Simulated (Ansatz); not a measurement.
Crystal: MnO.

```xyz
2
Lattice="0.0000 2.2239 2.2239 2.2239 0.0000 2.2239 2.2239 2.2239 0.0000" Properties=species:S:1:pos:R:3 pbc="T T T"
Mn    0.0000    0.0000    0.0000
O     2.2239    2.2239    2.2239
```

The cell is a database's computed one.

Base run:

- Program: Ansatz 0.2.0
- Functional: BLYP
- Potentials or basis: Ansatz PAW
- Cutoff: 420 eV (not typed: the program's choice for these potentials)
- k mesh: 10 × 10 × 10
- Occupations: fermi-dirac, width 0.05 eV
- Spin: collinear spin, ferromagnetic start
- Starting moments: [4.0, 0.0] μB

Its results: band gap on the k mesh none (metal or under the smearing width); pressure 3.8 GPa; net moment 4.71 μB per cell; site moments Mn +4.01; O +0.26 μB.

**Question.** The run is repeated on the same cell with these changes: functional from BLYP to revPBE. What comes out?

**Answer.** Band gap on the k mesh none (metal or under the smearing width); pressure 4.2 GPa; net moment 4.81 μB per cell; site moments Mn +4.09; O +0.23 μB.

Caveats: a cell with one magnetic atom can't hold antiferromagnetic order, which such compounds often take; semilocal functionals often make such compounds metallic where correlation or magnetic order opens a gap, which also shifts bond lengths; the PAW data sets come from PBE, with cores solved anew for the run's functional, which leaves a small shift of forces and pressure.
